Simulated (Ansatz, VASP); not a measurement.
SnSe: VASP beside Ansatz

The input INCAR:

```
PREC = Accurate ; ENCUT = 520
EDIFF = 1E-8 ; ISMEAR = -1
SIGMA = 0.02 ; LREAL = False
LASPH = True ; NELM = 60
ALGO = Normal ; ISIF = 2
LWAVE = False ; LCHARG = False
GGA = PE ; LEFG = True
NBANDS = 17
```

File KPOINTS:

```
regular mesh
0
Gamma
  9 9 9
```

Contents of POSCAR:

```
SnSe
1.0
    0.0000000000      3.0299343558      3.0299343558
    3.0299343558      0.0000000000      3.0299343558
    3.0299343558      3.0299343558      0.0000000000
Sn Se
1 1
Direct
    0.0000000000      0.0000000000      0.0000000000
    0.5000000000      0.5000000000      0.5000000000
```

Input for Ansatz:

```yaml
crystal:
  lattice:
    - [0.0, 3.0299343558, 3.0299343558]
    - [3.0299343558, 0.0, 3.0299343558]
    - [3.0299343558, 3.0299343558, 0.0]
  atoms:
    - { symbol: Sn, position: [0.0, 0.0, 0.0] }
    - { symbol: Se, position: [0.5, 0.5, 0.5] }
kpoints:
  mp_grid: { grid: [9, 9, 9] }
scf:
  occupations: { method: fermi_dirac, width: 0.02 }
hamiltonian:
  xc: pbe
  pseudopotentials: { kind: all_electron, datasets: crystal }
output:
  forces: true
  stress: true
  eigenvalues: true
  efg: { contact_densities: true }
```

Change from the starting cell: volume scaled by 1.02, crystal datasets.

Alike in both runs: task electric field gradients; functional PBE; k mesh 9 × 9 × 9; occupations fermi-dirac, width 0.02 eV; no spin polarisation.

|  | VASP | Ansatz |
| --- | --- | --- |
| version | VASP 6.6.1 | Ansatz 0.2.0 |
| potentials or method | VASP PAW PBE potentials, release 64 (Sn_d, Se) | all-electron PAW with datasets made for the crystal, scalar-relativistic |
| plane-wave cutoff (eV) | 520 | see its input |

```csv
,VASP,Ansatz,Ansatz less VASP
pressure (GPa),0.0,0.0,0.00
Vzz of the field gradient on the site that differs most (V/Å²),0.0,0.0,0.00
```

Ansatz ran all-electron here, so the differences hold the error of VASP's frozen core and of both bases. Ansatz warned: «gradients_without_spin_orbit».
